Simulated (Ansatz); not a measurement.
Stress against strain in Ge

```yaml
crystal:
  lattice:
    - [3.99759, 0.00000, 0.00000]
    - [-1.99879, 3.46201, 0.00000]
    - [0.00000, 0.00000, 6.59938]
  atoms:
    - { symbol: Ge, position: [0.66667, 0.33333, 0.06290] }
    - { symbol: Ge, position: [0.33333, 0.66667, 0.56290] }
    - { symbol: Ge, position: [0.66667, 0.33333, 0.43710] }
    - { symbol: Ge, position: [0.33333, 0.66667, 0.93710] }
```

Atoms are numbered in the order listed.

Conventional cell: a = 3.998 Å, b = 3.998 Å, c = 6.599 Å, α = 90.00°, β = 90.00°, γ = 120.00°. Ge (atom 1) is surrounded by 4 Ge at 2.45 to 2.47 Å.

Structure from Materials Project entry mp-1007760 (possibly hypothetical), not relaxed further.

Theory: DFT, PBE, all-electron LAPW, scalar-relativistic in Ansatz 0.2.0.

Sampling and basis: a Γ-centred 11×11×6 k mesh, Fermi–Dirac smearing of 0.05 eV, basis error target 1 meV/atom, no spin polarisation.

The strain is applied along the Cartesian axes of the cell as listed (the other components stay zero). Fractional coordinates are held (clamped ions).

σ is the change of stress from the unstrained cell, which is at 2.91 GPa; tension is positive, so slopes are stress–strain coefficients at that pressure. In a metal the k mesh adds noise.

Only quantities that a quadratic follows smoothly over the whole series are listed; rougher ones are left out.

| εzz | σzz (GPa) | σxx (GPa) |
| --- | --- | --- |
| -0.0300 | -6.71 | -0.40 |
| -0.0100 | -2.00 | -0.12 |
| 0.0000 | 0.00 | 0.00 |
| 0.0100 | 1.82 | 0.13 |
| 0.0200 | 3.48 | 0.27 |
| 0.0300 | 4.98 | 0.40 |

(1) Fit the series and read off the stiffness at zero strain.

(2) One run, at εzz = -0.0200, is withheld. Predict its row.

Answers

(1) Least-squares fits y = p0 + p1 x + p2 x² to the rows give σzz (GPa): p1 = 194, p2 = -970; σxx (GPa): p1 = 13.3, p2 = -3.6. So C33 = 194 GPa and C13 = 13 GPa, for these axes.

(2) The fits give -4.27, -0.26; the run gave -4.24, -0.26.
